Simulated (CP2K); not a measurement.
Ba under changes of volume

One of the cells (62.989 Å³/atom); the others are scaled copies at fixed shape and fractional positions:

```xyz
1
Lattice="4.3414 0.0000 0.0000 -1.4471 4.0931 0.0000 -1.4471 -2.0465 3.5447" Properties=species:S:1:pos:R:3 pbc="T T T"
Ba    0.0000    0.0000    0.0000
```

- Program: CP2K 2026.2
- Functional: r2SCAN
- Potentials or basis: POTENTIAL_UZH Ba GTH-SCAN-q10; TZVP-MOLOPT-SCAN-GTH basis
- Density cutoff: 9184 eV
- k mesh: 8 × 8 × 8
- Occupations: fermi-dirac, width 0.05 eV
- Spin: no spin polarisation

```tsv
volume (Å³/atom)	energy over the lowest point (meV/atom)	pressure (GPa)
59.209	?	?
60.469	18.06	0.9
61.729	12.07	0.7
62.989	7.27	0.5
64.249	3.61	0.4
65.508	1.17	0.2
66.768	0.00	0.0
```

Task: What does the run at 59.209 Å³/atom give?

Result: Energy over the lowest point 25.46 meV/atom; pressure 1.1 GPa.

Worked out: A Birch-Murnaghan fit of order 3 (a polynomial in V^(-2/3)) to the other rows has its minimum at 67.34 Å³/atom, just outside them, with B0 = V·E''(V) = 8.4 GPa (rough, since the energies scatter). It gives 25.08 meV/atom at 59.209 Å³/atom, against the run's 25.46, and -dE/dV = 1.0 GPa, against 1.1.

Energies are extrapolated to zero smearing.

Caveats: the basis of atomic orbitals isn't converged, which shifts pressures, moduli and gaps.
